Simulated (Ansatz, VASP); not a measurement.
**Two plane-wave programs on Re**

```
Re
1.0
     2.76080    0.00000    0.00000
    -1.38040    2.39092    0.00000
     0.00000    0.00000    4.45820
Re
2
Direct
  0.66667 0.33333 0.75000
  0.33333 0.66667 0.25000
```

Alike in both runs: functional PBEsol; k mesh 11 × 11 × 6; occupations fermi-dirac, width 0.05 eV; no spin polarisation.

|  | VASP | Ansatz |
| --- | --- | --- |
| version | VASP 6.6.1 | Ansatz 0.2.0 |
| potentials or method | VASP PAW PBE potentials, release 64 (Re) | Ansatz PAW |
| plane-wave cutoff (eV) | 520 | 420 |
| valence electrons in the cell | 14 | 30 |
| task | single point | band structure |

|  | VASP | Ansatz | Ansatz less VASP |
| --- | --- | --- | --- |
| gap on the k mesh at the Fermi level (eV) | none | none | - |
| pressure (GPa) | -4.3 | -4.2 | +0.07 |
| largest component of the traceless stress (GPa) | 0.01 | 0.11 | +0.105 |

A gap of «none» marks a metal or a gap that the smearing closes. With one functional, cell and mesh, what is left measures potentials, basis and numerics. The two sets of potentials don't hold the same shells in valence.

Caveats: the PAW data sets were made with another functional, which shifts forces and pressure a little (VASP); spin-orbit coupling is left out, which moves the levels of the heavy elements (Ansatz); the PAW data sets come from PBE, with cores solved anew for the run's functional, which leaves a small shift of forces and pressure (Ansatz). The runs have no spin-orbit coupling, so splittings on Re are missing.
